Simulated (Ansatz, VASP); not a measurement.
**One calculation of Cu, two programs**

```
CELL_PARAMETERS angstrom
-1.46444 1.46444 1.33480
1.46444 -1.46444 1.33480
1.46444 1.46444 -1.33480
ATOMIC_POSITIONS crystal
Cu 0.00000 0.00000 0.00000
```

Change from the starting cell: strain +0.015 along x and y, -0.030 along z, atoms carried along.

Alike in both runs: task single point; functional PBEsol; k mesh 24 × 24 × 24; occupations gaussian, width 0.15 eV; no spin polarisation.

|  | VASP | Ansatz |
| --- | --- | --- |
| version | VASP 6.6.1 | Ansatz 0.2.0 |
| potentials or method | VASP PAW PBE potentials, release 64 (Cu) | scalar-relativistic, plane waves, PAW |
| plane-wave cutoff (eV) | 520 | 420 |
| valence electrons in the cell | 11 | 19 |

```csv
,VASP,Ansatz,Ansatz less VASP
gap on the k mesh at the Fermi level (eV),none,none,-
pressure (GPa),-0.3,-1.1,-0.85
largest component of the traceless stress (GPa),0.54,0.50,-0.033
```

A gap of «none» marks a metal or a gap that the smearing closes. The two sets of potentials don't hold the same shells in valence.

Caveats: the PAW data sets were made with another functional, which shifts forces and pressure a little (VASP).
